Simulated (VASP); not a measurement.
# Se (R-3m) in VASP: a series of runs

The runs below take Se through relaxation of cell and atoms, with r2SCAN.

Everything below comes from runs of VASP 6.6.1. Logs are shortened: lines on timing, memory, paths and dates and some standing lists are left out, and cuts for length are marked.

## (1) The crystal as given

Symmetry: R-3m, No. 166, trigonal system. Conventional cell: a = 3.780 Å, b = 3.780 Å, c = 2.840 Å, α = 90.00°, β = 90.00°, γ = 120.00°. Around Se (site symmetry -3m) lie 6 Se at 2.38 Å.

This isn't the form of Se at room conditions, which is trigonal, of chains.

## (2) Relaxation of cell and atoms, r2SCAN, target pressure 148 GPa, at which the enthalpy is minimised

The input, INCAR:

```
PREC = Accurate
ENCUT = 600
EDIFF = 1E-7
ISMEAR = 1
SIGMA = 0.1
LREAL = False
LASPH = True
NELM = 80
ALGO = Normal
ISIF = 3
LWAVE = False
LCHARG = False
METAGGA = R2SCAN
LMIXTAU = True
IBRION = 2
NSW = 90
EDIFFG = -0.005
PSTRESS = 1480.0
```

The input, KPOINTS:

```
regular mesh
0
Gamma
  17 17 17
```

The input, POSCAR:

```
Se                                      
1.0
    1.8899972661      1.0911904306      0.9466844358
   -1.8899972661      1.0911904306      0.9466844358
    0.0000000000     -2.1823808611      0.9466844358
  Se            
     1
Direct
     0.0000000000000000    0.0000000000000000    0.0000000000000000
```

Potentials or basis: VASP PAW PBE potentials, release 64 (Se).

Launch:

```bash
> cat potpaw_PBE.64/Se/POTCAR > POTCAR
> mpirun -np 1 vasp_std > vasp.out
```

OUTCAR:

```text
PREC = Accurate
   ENCUT = 600
   EDIFF = 1E-7
   ISMEAR = 1
   LREAL = False
   LASPH = True
   NELM = 80
   ISIF = 3
   METAGGA = R2SCAN
   IBRION = 2
   NSW = 90
   EDIFFG = -0.005
   PSTRESS = 1480.0

 ion  position               nearest neighbor table
   1  0.000  0.000  0.000-

  LATTYP: Found a trigonal (rhomboedric) cell.
 ALAT       =     2.3788647802
 COS(alpha) =    -0.2624460696

  Lattice vectors:

 A1 = (   1.8899972661,   1.0911904306,   0.9466844358)
 A2 = (  -1.8899972661,   1.0911904306,   0.9466844358)
 A3 = (   0.0000000000,  -2.1823808611,   0.9466844358)

Analysis of symmetry for initial positions (statically):
=====================================================================
 Subroutine PRICEL returns:
 Original cell was already a primitive cell.

 Routine SETGRP: Setting up the symmetry group for a
 trigonal (rhombohedral) supercell.

 Subroutine GETGRP returns: Found 12 space group operations
 (whereof 12 operations were pure point group operations)
 out of a pool of 12 trial point group operations.

The static configuration has the point symmetry D_3d.

Analysis of symmetry for dynamics (positions and initial velocities):
=====================================================================
 Subroutine PRICEL returns:
 Original cell was already a primitive cell.

 Routine SETGRP: Setting up the symmetry group for a
 trigonal (rhombohedral) supercell.

 Subroutine GETGRP returns: Found 12 space group operations
 (whereof 12 operations were pure point group operations)
 out of a pool of 12 trial point group operations.

The dynamic configuration has the point symmetry D_3d.

 Subroutine INISYM returns: Found 12 space group operations
 (whereof 12 operations are pure point group operations),
 and found     1 'primitive' translations

----------------------------------------------------------------------------------------

                                     Primitive cell

  volume of cell :      11.7144

  direct lattice vectors                    reciprocal lattice vectors
     1.889997266  1.091190431  0.946684436     0.264550647  0.152738387  0.352106067
    -1.889997266  1.091190431  0.946684436    -0.264550647  0.152738387  0.352106067
     0.000000000 -2.182380861  0.946684436     0.000000000 -0.305476775  0.352106067

  length of vectors
     2.378864780  2.378864780  2.378864780     0.466148841  0.466148841  0.466148841

  position of ions in fractional coordinates (direct lattice)
     0.000000000  0.000000000  0.000000000

  ion indices of the primitive-cell ions
   primitive index   ion index
                 1           1

----------------------------------------------------------------------------------------

 KPOINTS: regular mesh

Automatic generation of k-mesh.
 Grid dimensions read from file:
 generate k-points for:   17   17   17

 Generating k-lattice:

  Cartesian coordinates                     Fractional coordinates (reciprocal lattice)
     0.015561803  0.008984611  0.020712122     0.058823529 -0.000000000  0.000000000
    -0.015561803  0.008984611  0.020712122    -0.000000000  0.058823529  0.000000000
     0.000000000 -0.017969222  0.020712122     0.000000000  0.000000000  0.058823529

  Length of vectors
     0.027420520  0.027420520  0.027420520

  Shift w.r.t. Gamma in fractional coordinates (k-lattice)
     0.000000000  0.000000000  0.000000000

 Subroutine IBZKPT returns following result:
 ===========================================

 Found    489 irreducible k-points:

 Following reciprocal coordinates:
            Coordinates               Weight
  0.000000  0.000000  0.000000      1.000000
  0.058824  0.000000  0.000000      6.000000
  0.117647  0.000000  0.000000      6.000000
  0.176471  0.000000  0.000000      6.000000
  0.235294  0.000000  0.000000      6.000000
  0.294118  0.000000 -0.000000      6.000000
[... 16 lines left out ...]
 -0.176471  0.058824 -0.000000     12.000000
 -0.117647  0.058824 -0.000000     12.000000
 [... further k-points ...]
   k-points           NKPTS =    489   k-points in BZ     NKDIM =    489   number of bands    NBANDS=      7
   number of dos      NEDOS =    301   number of ions     NIONS =      1
   total plane-waves  NPLWV =   8000
   dimension x,y,z NGX =    20 NGY =   20 NGZ =   20
   dimension x,y,z NGXF=    40 NGYF=   40 NGZF=   40
   ions per type =               1
   NGX,Y,Z   is equivalent  to a cutoff of  13.98, 13.98, 13.98 a.u.
   NGXF,Y,Z  is equivalent  to a cutoff of  27.95, 27.95, 27.95 a.u.
 SYSTEM =  unknown system
   PREC   = accura    normal or accurate (medium, high low for compatibility)
   ISTART =      0    job   : 0-new  1-cont  2-samecut
   ICHARG =      2    charge: 1-file 2-atom 10-const
   ISPIN  =      1    spin polarized calculation?
   LNONCOLLINEAR =      F non collinear calculations
   LSORBIT =      F    spin-orbit coupling
   LASPH  =      T    aspherical Exc in radial PAW
   ENCUT  =  600.0 eV  44.10 Ry    6.64 a.u.   4.75  4.75  4.75*2*pi/ulx,y,z
   NELM   =     80;   NELMIN=  2; NELMDL= -5     # of ELM steps
   EDIFF  = 0.1E-06   stopping-criterion for ELM
   LREAL  =      F    real-space projection
   EDIFFG = -.5E-02   stopping-criterion for IOM
   NSW    =     90    number of steps for IOM
   IBRION =      2    ionic relax: 0-MD 1-quasi-New 2-CG
   NFREE  =      1    steps in history (QN), initial steepest desc. (CG)
   ISIF   =      3    stress and relaxation
   ISYM   =      2    0-nonsym 1-usesym 2-fastsym
   POTIM  = 0.5000    time-step for ionic-motion
   TEBEG  =    0.0;   TEEND  =   0.0 temperature during run
   PSTRESS= 1480.0 pullay stress
   NELECT =       6.0000    total number of electrons
   NUPDOWN=      -1.0000    fix difference up-down
   EMIN   =  10.00;   EMAX   =-10.00  energy-range for DOS
   EFERMI =   0.00;   METHOD = LEGACY
   ISMEAR =     1;   SIGMA  =   0.10  broadening in eV -4-tet -1-fermi 0-gaus
   EFERMI_NEDOS =   21; number of points for ismear=-14 and -15
   IALGO  =     38    algorithm
   IMIX   =      4    mixing-type and parameters
     AMIX     =   0.40;   BMIX     =  1.00
     AMIX_MAG =   1.60;   BMIX_MAG =  1.00
  volume/ion in A,a.u.               =      11.71        79.05
  Fermi-wavevector in a.u.,A,eV,Ry     =   1.309843  2.475244 23.343355  1.715688
  Thomas-Fermi vector in A             =   2.440414
   LORBIT       =      0    0 simple, 1 ext, 2 COOP (PROOUT), +10 PAW based schemes
   METAGGA = R2SCAN    functional components
   LHFCALC =     F    Hartree Fock is set to
   AEXX    =    0.0000 exact exchange contribution
   IVDW    =     0    specifies the selected vdW correction
   LEPSILON=     F    determine dielectric tensor
   LRPA    =     F    only Hartree local field effects (RPA)
 conjugate gradient relaxation of ions
 non-spin polarized calculation
 Methfessel and Paxton  Order N= 1 SIGMA  =   0.10
  energy-cutoff  :      600.00
  volume of cell :       11.71
 maximum number of plane-waves:       403
   NGX =  9   NGY =  9   NGZ =  9

--------------------------------------- Ionic step        1  -------------------------------------------

 number of electron       5.9999999 magnetization

 Free energy of the ion-electron system (eV)
  ---------------------------------------------------
  ext. energy  EPLUGINS =         0.00000000
  ---------------------------------------------------
  free energy    TOTEN  =       -11.32160091 eV

  energy without entropy =      -11.32175639  energy(sigma->0) =      -11.32165274

------------------------ aborting loop because EDIFF is reached ----------------------------------------

  FORCE on cell =-STRESS in cart. coord.  units (eV):
  Direction    XX          YY          ZZ          XY          YZ          ZX
  --------------------------------------------------------------------------------------
  -------------------------------------------------------------------------------------
  Total       10.8188744     10.8188744     10.8140110      0.0000000      0.0000000      0.0000000
  in kB     1479.7026435   1479.7026441   1479.0374692      0.0000000      0.0000001      0.0000000
  external PRESSURE =      -0.5190811 kB  Pullay stress =    1480.0000000 kB
[... 59 lines left out ...]
  enthalpy is  TOTEN    =        -0.5005493456 eV   P V=       10.8151056221

--------------------------------------- Ionic step        3  -------------------------------------------

 number of electron       5.9999999 magnetization

 Free energy of the ion-electron system (eV)
  ---------------------------------------------------
  ext. energy  EPLUGINS =         0.00000000
  ---------------------------------------------------
  free energy    TOTEN  =       -11.31987303 eV

  energy without entropy =      -11.32002722  energy(sigma->0) =      -11.31992443

 E-fermi :  14.1861     XC(G=0): -14.0181

 val. band max:       14.1468798405   @ k =  -0.3529   0.4118   0.2353
 cond. band min:      14.2114470271   @ k =  -0.2353   0.2353   0.0588
 fundamental gap:      0.0645671866
 Fermi energy:        14.1861257028

 k-point     1 :       0.0000    0.0000    0.0000
  band No.  band energies     occupation
      1     -10.0583      2.00000
      2      18.4200      0.00000
      3      21.4403      0.00000
      4      21.4403      0.00000
      5      25.3837      0.00000
      6      25.3837      0.00000
      7      29.6851      0.00000
[... 221 lines left out ...]
 k-point    24 :      -0.1176    0.0588   -0.0000
  band No.  band energies     occupation
      1      -9.6428      2.00000
      2      16.4614      0.00000
      3      19.6949      0.00000
      4      21.2266      0.00000
      5      25.8244      0.00000
      6      28.1773      0.00000
      7      28.2644      0.00000

 [... further k-points ...]

------------------------ aborting loop because EDIFF is reached ----------------------------------------

  FORCE on cell =-STRESS in cart. coord.  units (eV):
  Direction    XX          YY          ZZ          XY          YZ          ZX
  --------------------------------------------------------------------------------------
  -------------------------------------------------------------------------------------
  Total       10.8227749     10.8227750     10.8194665     -0.0000000      0.0000000      0.0000000
  in kB     1480.4725869   1480.4725876   1480.0200201     -0.0000000      0.0000001      0.0000000
  external PRESSURE =       0.3217315 kB  Pullay stress =    1480.0000000 kB
[... 16 lines left out ...]
  FREE ENERGIE OF THE ION-ELECTRON SYSTEM (eV)
  ---------------------------------------------------
  free  energy   TOTEN  =       -11.3198730331 eV

  energy  without entropy=      -11.3200272240  energy(sigma->0) =      -11.31992443

  enthalpy is  TOTEN    =        -0.5005528634 eV   P V=       10.8193201697

 reached required accuracy - stopping structural energy minimisation
```

It took 3.8 min on 1 thread of Intel Xeon 6975P-C (Granite Rapids), shared host; peak memory 0.17 GiB.

Results:

| Property | Result |
| --- | --- |
| Free energy | -11.3199 eV |
| Relaxed volume | 11.71 Å³/atom |
| Relaxed cell | a = 2.379 Å, b = 2.379 Å, c = 2.379 Å, α = 105.22°, β = 105.22°, γ = 105.22° |
| Space group after relaxing (to 0.05 Å) | R-3m (No. 166) |
| Energy change on relaxing (the enthalpy is what falls) | +1.7 meV/atom |
| Ionic steps | 3 |
| Pressure after relaxing | 148.0 GPa |
| Band gap on the k mesh | none (metal or under the smearing width) |

Step by step:
| step | energy change (eV) | largest force (eV/Å) | pressure (GPa) | volume (Å³) |
| --- | --- | --- | --- | --- |
| 1 | 0.0000 | 0.0000 | 147.95 | 11.71 |
| 2 | 0.0059 | 0.0000 | 148.26 | 11.71 |
| 3 | 0.0017 | 0.0000 | 148.03 | 11.71 |

Final structure:
```
Se
1.0
     1.88994    1.09116    0.94659
    -1.88994    1.09116    0.94659
     0.00000   -2.18231    0.94659
Se
1
Cartesian
  0.0000 0.0000 0.0000
```

Caveat: the cell is relaxed towards a set pressure, so the enthalpy falls and the energy may rise; the PAW data sets were made with another functional, which shifts forces and pressure a little.

[end of part 1 of 2]
